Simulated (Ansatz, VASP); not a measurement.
One calculation of Ru, two programs

INCAR

```
SYSTEM = Ru
PREC     = Accurate       ! precision mode
ENCUT    = 520            ! plane-wave cutoff, eV
EDIFF    = 1E-6           ! SCF threshold, eV
ISMEAR   = -1             ! smearing method
SIGMA    = 0.1            ! smearing width, eV
LREAL    = .False.        ! projectors in reciprocal space
LASPH    = .True.         ! aspherical terms in the spheres
NELM     = 100            ! most SCF steps
ALGO     = Normal         ! electronic algorithm
ISIF     = 2              ! what is computed and relaxed
LWAVE    = .False.        ! write WAVECAR
LCHARG   = .False.        ! write CHGCAR
GGA      = PS             ! functional
NBANDS   = 21             ! bands
```

Contents of KPOINTS:

```
regular mesh
0
Gamma
  11 11 11
  0 0 0
```

File POSCAR:

```
Ru
1.0
    0.0000000000      2.7995557882      2.7995557882
    2.7995557882      0.0000000000      2.7995557882
    2.7995557882      2.7995557882      0.0000000000
Ru
2
Direct
    0.1250000000      0.1250000000      0.1250000000
    0.8750000000      0.8750000000      0.8750000000
```

Input for Ansatz:

```yaml
crystal:
  lattice:
    - [0.0, 2.7995557882, 2.7995557882]
    - [2.7995557882, 0.0, 2.7995557882]
    - [2.7995557882, 2.7995557882, 0.0]
  atoms:
    - { symbol: Ru, position: [0.125, 0.125, 0.125] }
    - { symbol: Ru, position: [0.875, 0.875, 0.875] }
hamiltonian:
  xc: pbesol
  pseudopotentials:
    kind: paw
    azcp:
      Ru: "pseudopotentials/Ru.paw.azcp"
basis:
  ecutwfc: 420
  fft_grid_basis: typed
kpoints:
  mp_grid: { grid: [11, 11, 11], shift: [0, 0, 0] }
magnetization:
  spin_polarized: false
scf:
  occupations: { method: fermi_dirac, width: 0.1 }
  lower_state_search: "off"
output:
  stress: true
  write_density: true
  write_potential: true
  elf: true
  volumetric_format: npy
```

Alike in both runs: task single point; functional PBEsol; k mesh 11 × 11 × 11; occupations fermi-dirac, width 0.1 eV; no spin polarisation.

|  | VASP | Ansatz |
| --- | --- | --- |
| version | VASP 6.6.1 | Ansatz 0.2.0 |
| potentials or method | VASP PAW PBE potentials, release 64 (Ru_pv) | plane waves (420 eV) with PAW, scalar-relativistic |
| plane-wave cutoff (eV) | 520 | 420 |
| valence electrons in the cell | 28 | 32 |

```csv
,VASP,Ansatz,Ansatz less VASP
pressure (GPa),-15.7,-15.7,-0.09
```

With one functional, cell and mesh, what is left measures potentials, basis and numerics. The two sets of potentials don't hold the same shells in valence. Ansatz warned: «pseudo_functional_mismatch».

Caveats: so large a pressure means that the cell lies far from this level's equilibrium, or that cutoff or potentials fall short (VASP); the potentials were made for another functional, which shifts forces and pressure (VASP).
